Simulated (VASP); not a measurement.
Wanted: the native input for a VASP 6.6.1 run.

| Property | Result |
| --- | --- |
| Task | single point |
| Functional | PBE |
| Potentials or basis | VASP PAW PBE potentials, release 64 (Hf_pv, N) |
| Cutoff | 520 eV |
| k mesh | 9 × 5 × 5 |
| Occupations | fermi-dirac, width 0.05 eV |
| Spin | no spin polarisation |
| Further INCAR settings | ALGO = Normal; EDIFF = 1e-07; NBANDS = 40 |

The structure of HfN lies in POSCAR:

```
HfN
1.0
   -3.1339080200      0.0000000000      0.0000000000
    0.0000000000      0.0000000000     -5.4167677200
    0.0000000000     -5.4280879200      0.0000000000
Hf N
4 4
Direct
    0.9989992900      0.2490194200      0.3332061500
    0.5010007000      0.2509805800      0.8334605200
    0.5021164400      0.7411435800      0.1654872900
    0.9978835700      0.7588564200      0.6678460400
    0.5071193000      0.0044953400      0.4985787700
    0.9928807000      0.9955046600      0.0014212300
    0.4948157500      0.5053054100      0.4967295300
    0.0051842500      0.4946945900      0.0032704700
```

The cell comes from a database or a generator and needn't be the stable form of this composition.

The cell isn't the ideal one: a zone-boundary wave of random shape, sigma 0.02 Å.

These files were run (other wordings do the same):

INCAR

```
SYSTEM = HfN
  PREC = Accurate
  ENCUT = 520
  EDIFF = 1E-7
  ISMEAR = -1
  SIGMA = 0.05
  LREAL = .False.
  LASPH = .True.
  NELM = 80
  ALGO = Normal
  ISIF = 2
  LWAVE = .False.
  LCHARG = .True.
  GGA = PE
  LELF = .True.
  LVHAR = .True.
  NBANDS = 40
```

KPOINTS

```
Automatic mesh
0
Gamma
  9 5 5
  0 0 0
```

Potentials or basis: VASP PAW PBE potentials, release 64 (Hf_pv, N).

The run is started by

```sh
$ cat potpaw_PBE.64/Hf_pv/POTCAR potpaw_PBE.64/N/POTCAR > POTCAR
$ mpirun -np 1 vasp_std > vasp.out
```

It gave:

The pressure is 4.2 GPa, the largest force is 0.672 eV/Å and the band gap on the k mesh is none (metal or under the smearing width).

It took 7.3 min on 1 thread of Intel(R) Xeon(R) Platinum 8259CL CPU @ 2.50GHz (Skylake/Cascade Lake), with other jobs on the host, peak memory 0.41 GiB.
